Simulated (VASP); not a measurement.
## LiH in VASP 6.6.1, single-point calculation

INCAR

```
LCHARG = .FALSE.
NBANDS = 9
IBRION = -1
ENCUT = 520
ISMEAR = 0
PREC = Single
NSW = 0
LREAL = .FALSE.
GGA = PS
EDIFF = 1E-7
SIGMA = 0.01
LASPH = .TRUE.
AMIX = 0.4
LWAVE = .FALSE.
NELM = 120
IMIX = 1
ISIF = 2
```

KPOINTS

```
KPOINTS created by Atomic Simulation Environment
0
Gamma
10 10 10
0 0 0
```

POSCAR

```
Li H
 1.0000000000000000
     0.0000000000000000    2.0029948450999999    2.0029948450999999
     2.0029948450999999    0.0000000000000000    2.0029948450999999
     2.0029948450999999    2.0029948450999999    0.0000000000000000
 Li  H
   1   1
Cartesian
  0.0000000000000000  0.0000000000000000  0.0000000000000000
  2.0029948450999999  2.0029948450999999  2.0029948450999999
```

The recommended PBE PAW datasets give the neutral cell 4 valence electrons.

Command

```
mpirun -np 1 vasp_std
```

OSZICAR

```
N       E                     dE             d eps       ncg     rms          rms(c)
DAV:   1    -0.152435470274E+01   -0.15244E+01   -0.12967E+03   854   0.380E+02
DAV:   2    -0.629027963718E+01   -0.47659E+01   -0.47379E+01  1211   0.559E+01
DAV:   3    -0.634340111986E+01   -0.53121E-01   -0.53103E-01  1024   0.503E+00
DAV:   4    -0.634370778163E+01   -0.30666E-03   -0.30663E-03  1173   0.307E-01
DAV:   5    -0.634371060072E+01   -0.28191E-05   -0.28191E-05  1030   0.189E-02    0.269E+00
DAV:   6    -0.617500108902E+01    0.16871E+00   -0.14243E-01   936   0.114E+00    0.134E+00
DAV:   7    -0.613245122709E+01    0.42550E-01   -0.46046E-02  1061   0.821E-01    0.665E-01
DAV:   8    -0.612257037042E+01    0.98809E-02   -0.10831E-02   992   0.388E-01    0.342E-01
DAV:   9    -0.612043496786E+01    0.21354E-02   -0.30338E-03  1089   0.216E-01    0.185E-01
DAV:  10    -0.612004907591E+01    0.38589E-03   -0.75298E-04   995   0.108E-01    0.105E-01
DAV:  11    -0.612001611725E+01    0.32959E-04   -0.20459E-04  1071   0.584E-02    0.637E-02
DAV:  12    -0.612003542898E+01   -0.19312E-04   -0.56484E-05  1005   0.320E-02    0.397E-02
DAV:  13    -0.612005213357E+01   -0.16705E-04   -0.16596E-05  1061   0.182E-02    0.253E-02
DAV:  14    -0.612006141148E+01   -0.92779E-05   -0.52437E-06   992   0.108E-02    0.163E-02
DAV:  15    -0.612006591438E+01   -0.45029E-05   -0.17428E-06  1038   0.650E-03    0.105E-02
DAV:  16    -0.612006796954E+01   -0.20552E-05   -0.60825E-07   956   0.400E-03    0.675E-03
DAV:  17    -0.612006887884E+01   -0.90930E-06   -0.22519E-07  1004   0.250E-03    0.434E-03
DAV:  18    -0.612006927428E+01   -0.39544E-06   -0.85274E-08   955   0.158E-03    0.279E-03
DAV:  19    -0.612006944494E+01   -0.17066E-06   -0.33609E-08   925   0.100E-03    0.178E-03
DAV:  20    -0.612006951845E+01   -0.73511E-07   -0.13040E-08   645   0.638E-04
   1 F= -.61200695E+01 E0= -.61200695E+01  d E =-.119262E-75
```

From OUTCAR

```
k-points           NKPTS =     47   k-points in BZ     NKDIM =     47   number of bands    NBANDS=      9

   NELECT =       4.0000    total number of electrons

   dimension x,y,z NGX =    24 NGY =   24 NGZ =   24
   dimension x,y,z NGXF=    24 NGYF=   24 NGZF=   24

  energy-cutoff  :      520.00
  volume of cell :       16.07
      direct lattice vectors                 reciprocal lattice vectors
     0.000000000  2.002994845  2.002994845    -0.249626204  0.249626204  0.249626204
     2.002994845  0.000000000  2.002994845     0.249626204 -0.249626204  0.249626204
     2.002994845  2.002994845  0.000000000     0.249626204  0.249626204 -0.249626204

 k-points in reciprocal lattice and weights: KPOINTS created by Atomic Simulation Env
   0.00000000  0.00000000  0.00000000       0.001
   0.10000000  0.00000000  0.00000000       0.008
   0.20000000  0.00000000  0.00000000       0.008
   0.30000000  0.00000000  0.00000000       0.008
   0.40000000  0.00000000  0.00000000       0.008
   0.50000000  0.00000000  0.00000000       0.004
   0.10000000  0.10000000  0.00000000       0.006
   0.20000000  0.10000000  0.00000000       0.024
   ...

 E-fermi :   0.2934

 k-point     1 :       0.0000    0.0000    0.0000
  band No.  band energies     occupation
      1     -43.5346      2.00000
      2      -5.3849      2.00000
      3      16.2947      0.00000
      4      17.9106      0.00000
      5      17.9127      0.00000
      6      17.9127      0.00000
      7      22.5295      0.00000
      8      22.5298      0.00000
      9      22.5298      0.00000

 k-point     2 :       0.1000    0.0000    0.0000
  band No.  band energies     occupation
      1     -43.5300      2.00000
      2      -5.2072      2.00000
      3      14.7237      0.00000
      4      16.9607      0.00000
      5      17.5112      0.00000
      6      17.5129      0.00000
      7      21.9598      0.00000
      8      23.3782      0.00000
      9      23.3787      0.00000

 k-point     3 :       0.2000    0.0000    0.0000
  band No.  band energies     occupation
      1     -43.5175      2.00000
      2      -4.6869      2.00000
      3      11.3895      0.00000
      4      15.7168      0.00000
      5      16.8712      0.00000
      6      16.8728      0.00000
      7      22.8205      0.00000
      8      23.2233      0.00000
      9      23.2241      0.00000

 k-point     4 :       0.3000    0.0000    0.0000
  band No.  band energies     occupation
      1     -43.5020      2.00000
      2      -3.8832      2.00000
      3       8.2086      0.00000
      4      14.6705      0.00000
      5      16.4827      0.00000
      6      16.4843      0.00000
      7      21.1650      0.00000
      8      21.1655      0.00000
      9      24.3888      0.00000

 k-point     5 :       0.4000    0.0000    0.0000
  band No.  band energies     occupation
      1     -43.4893      2.00000
      2      -2.9938      2.00000
      3       5.8268      0.00000
      4      13.9849      0.00000
      5      16.4193      0.00000
      6      16.4211      0.00000
      7      19.6670      0.00000
      8      19.6672      0.00000
      9      26.2432      0.00000

 ...

  Total       -0.0871474     -0.0871474     -0.0871474     -0.0000000      0.0000000     -0.0000000
  in kB       -8.6875142     -8.6875142     -8.6875142     -0.0000000      0.0000000     -0.0000000
  external PRESSURE =      -8.6875142 kB  Pullay stress =       0.0000000 kB

 POSITION                                       TOTAL-FORCE (eV/Angst)
 -----------------------------------------------------------------------------------
      0.00000      0.00000      0.00000        -0.000000      0.000000     -0.000000
      2.00299      2.00299      2.00299         0.000000     -0.000000      0.000000
 -----------------------------------------------------------------------------------
    total drift:                                0.000000     -0.000000      0.000000

  FREE ENERGIE OF THE ION-ELECTRON SYSTEM (eV)
  ---------------------------------------------------
  free  energy   TOTEN  =        -6.1200695184 eV

  energy  without entropy=       -6.1200695184  energy(sigma->0) =       -6.12006952
```

It converged. Results: gap between bands v and c on the k mesh 2.75 eV; least direct gap on the k mesh 2.75 eV; pressure -0.9 GPa. Band v is the last that the valence electrons fill when counted band by band, and c is the next.

For comparison, a separate PBEsol run of the intended cell, on usual settings and not on those above, gives a gap of 2.75 eV on its mesh and a pressure of -0.9 GPa.

The run above took about 4 s on one core of a shared host (Intel Xeon 6975P-C) and held 0.11 GiB at most.
